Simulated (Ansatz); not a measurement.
14N nuclear quadrupole resonance in H5NO

Cell: a computed structure from the Materials Project (it need not be an observed phase), atoms as given.

Space group P2_12_12_1 (No. 19); a = 5.0854, b = 6.1960, c = 7.8345 Å.

| site | Wyckoff | site symmetry | x | y | z |
| --- | --- | --- | --- | --- | --- |
| H1 | 4a | 1 | 0.7508 | 0.7157 | 0.3617 |
| H2 | 4a | 1 | 0.7425 | 0.6991 | 0.5636 |
| H3 | 4a | 1 | 0.4206 | 0.4230 | 0.3743 |
| H4 | 4a | 1 | 0.7600 | 0.3038 | 0.5940 |
| H5 | 4a | 1 | 0.0962 | 0.4219 | 0.3761 |
| N | 4a | 1 | 0.7417 | 0.8364 | 0.1638 |
| O | 4a | 1 | 0.7621 | 0.6101 | 0.4616 |

One atom of each set is listed.

Computed with Ansatz: DFT, PBEsol, plane waves and PAW, scalar-relativistic, 420 eV cutoff, Γ-centred 4×4×3 k-points, Fermi–Dirac smearing 0.02 eV.

14N: I = 1, Q = 20.44 mb (year-2017 value). Static lattice, zero field.

Q: The simulated lines lie at 0.0347, 2.35, 2.39 MHz. What are |C_Q|, η and |V_zz| at N?

A: For I = 1 the lines are ν± = (3/4)|C_Q|(1 ± η/3) and ν₀ = |C_Q|η/2. Here |C_Q| = 3.16 MHz, η = 0.02 and |V_zz| = 6.40 × 10²¹ V/m². The calculation gives V_zz negative; the lines don't show the sign. The site has 3 H at 1.03 Å; also 1 H at 1.72 Å.

At N V_zz stands upright on the plane through its three neighbours (within 1°).

The run took 38 s of wall time (37 s of CPU time) and 0.51 GiB at its peak, on 1 thread of Arm Neoverse V1 (aarch64; 28 cores open to the job, memory cap 2.5 GiB, no GPU), a shared host with a load of 0.9 a core.
